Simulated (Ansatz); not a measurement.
Worked example: the enthalpy of C3H6O → C2H3O + CH3

Species: C3H6O (acetone) `CC(C)=O`, singlet; C2H3O (acetyl radical) `C[C]=O`, doublet; CH3 (methyl radical) `[CH3]`, doublet. 

Shapes, held fixed at every level: PBE0-D4/def2-TZVP. Programs: Ansatz 0.2.0. The zero-point and thermal terms to 298 K, harmonic and unscaled (PBE0-D4/def2-TZVP), stand in the table.

At PBE-D4/def2-TZVPP; 1 Eh = 2625.50 kJ/mol:

| species | energy (Eh) | H(298 K) − E (kJ/mol) | tabulated ΔfH (kJ/mol) |
| --- | --- | --- | --- |
| C3H6O | -192.994661 | 236.2 | -216.1 |
| C2H3O | -153.064614 | 126.5 | -9.7 |
| CH3 | -39.789587 | 88.7 | +146.5 |

Q: Work out the reaction enthalpy at 298 K from the calculation and from the table of heats.

A: 
1. Electronic: (-153.064614) + (-39.789587) − [(-192.994661)] = 0.140460 Eh = +368.8 kJ/mol.
2. Zero-point and thermal: (126.5) + (88.7) − [(236.2)] = -21.0 kJ/mol.
3. Computed ΔH = +347.8 kJ/mol.
4. From the heats of formation (Active Thermochemical Tables): (-9.7) + (146.5) − [(-216.1)] = +352.9 kJ/mol.
5. Computed less tabulated: -5.1 kJ/mol. Tabulated heats carry uncertainties of their own.

Open shells run unrestricted unless RO is named.
